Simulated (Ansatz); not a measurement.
**Stiffness of TePb from strained cells**

```xyz
2
Lattice="0.0000 3.2270 3.2270 3.2270 0.0000 3.2270 3.2270 3.2270 0.0000" Properties=species:S:1:pos:R:3 pbc="T T T"
Te    3.2270    3.2270    3.2270
Pb    0.0000    0.0000    0.0000
```

Atom numbers follow the list: Te1, Pb2.

The cell is COD entry 9008696, as deposited and not checked against the literature; nothing was relaxed.

Spin–orbit coupling is left out, though it moves levels of the heavy atoms by tenths of an eV or more.

These are results of Ansatz 0.2.0, DFT, PBEsol, all-electron LAPW, scalar-relativistic, not measurements.

Sampling and basis: a Γ-centred 10×10×10 k mesh, Fermi–Dirac smearing of 0.03 eV, basis error target 0.5 meV/atom, no spin polarisation.

The unstrained cell is at -0.22 GPa. Large strains and very small stresses are left out. Each strain is applied once, with fractional coordinates held (clamped ions), and σ below is the change of stress, positive in tension. One finite strain gives stress–strain coefficients at this pressure with an error of the order of the strain times third-order constants, a few per cent for each per cent of strain.

Problem. With equal xy, yz and zx engineering shear strains of -1 %, the run gives σxy = -0.15 GPa and γxy = 2εxy = -0.0100. Which stiffness follows?

Solution. C44 (clamped ions) = σxy/γxy = 15 GPa.

Problem. With equal xy, yz and zx engineering shear strains of +1 %, the run gives σxy = 0.15 GPa and γxy = 2εxy = 0.0100. Which stiffness follows?

Solution. C44 (clamped ions) = σxy/γxy = 15 GPa.
